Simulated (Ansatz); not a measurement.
A relaxation computed with Ansatz, from input to last step.

```yaml
crystal:
  lattice:
    - [3.1059007354, 0.0, 0.0]
    - [-1.5529503677, 2.6897889385, 0.0]
    - [0.0, 0.0, 4.9464]
  atoms:
    - { symbol: Ta, position: [0.3333333333, 0.6666666667, 0.25201] }
    - { symbol: Ta, position: [0.6666666667, 0.3333333333, 0.74799] }
    - { symbol: C, position: [0.0, 0.0, 0.0] }
basis:
  ecutwfc: 500
kpoints:
  mp_grid: { grid: [18, 18, 8] }
hamiltonian:
  xc: r2scan
scf:
  occupations: { method: gaussian, width: 0.1 }
output:
  forces: true
  stress: true
  eigenvalues: true
relax:
  adjacent_minimum: "off"
  f_tol: 0.01
  max_steps: 40
```

```bash
ansatz run input.yaml --threads 1 --pin off --max-ram 2560MiB --backend cpu --events-out ev --progress --plain --runs-dir out
```

These are results of DFT r2SCAN, scalar-relativistic, plane waves, PAW in Ansatz, not measurements.

Of 3 frames 3 are shown, positions in Å and forces in eV/Å; the SCF threshold varies from step to step. The mark taken_back stands on steps that the optimiser undid.

```xyz
3
Lattice="3.1059 0.0000 0.0000 -1.5530 2.6898 0.0000 0.0000 0.0000 4.9464" Properties=species:S:1:pos:R:3:forces:R:3 pbc="T T T" step=1 free_energy_over_end_meV_per_atom=0.64
Ta    0.0000    1.7932    1.2465    0.0000    0.0000    0.2441
Ta    1.5530    0.8966    3.6999    0.0000    0.0000   -0.2441
C     0.0000    0.0000    0.0000    0.0000    0.0000    0.0000
3
Lattice="3.1059 0.0000 0.0000 -1.5530 2.6898 0.0000 0.0000 0.0000 4.9464" Properties=species:S:1:pos:R:3:forces:R:3 pbc="T T T" step=2 free_energy_over_end_meV_per_atom=1.02 taken_back
Ta    0.0000    1.7932    1.2646    0.0000    0.0000   -0.3066
Ta    1.5530    0.8966    3.6818    0.0000    0.0000    0.3066
C     0.0000    0.0000    0.0000    0.0000    0.0000    0.0000
3
Lattice="3.1059 0.0000 0.0000 -1.5530 2.6898 0.0000 0.0000 0.0000 4.9464" Properties=species:S:1:pos:R:3:forces:R:3 pbc="T T T" step=3 free_energy_over_end_meV_per_atom=0.00
Ta    0.0000    1.7932    1.2545    0.0000    0.0000    0.0021
Ta    1.5530    0.8966    3.6919    0.0000    0.0000   -0.0021
C     0.0000    0.0000    0.0000    0.0000    0.0000    0.0000
```

Time: 2.8 min on 1 thread of Intel(R) Xeon(R) Processor @ 2.50GHz (Skylake/Cascade Lake), with other jobs on the host, peak memory 0.63 GiB.

Spin–orbit coupling is left out, which can shift energies with elements as heavy as these.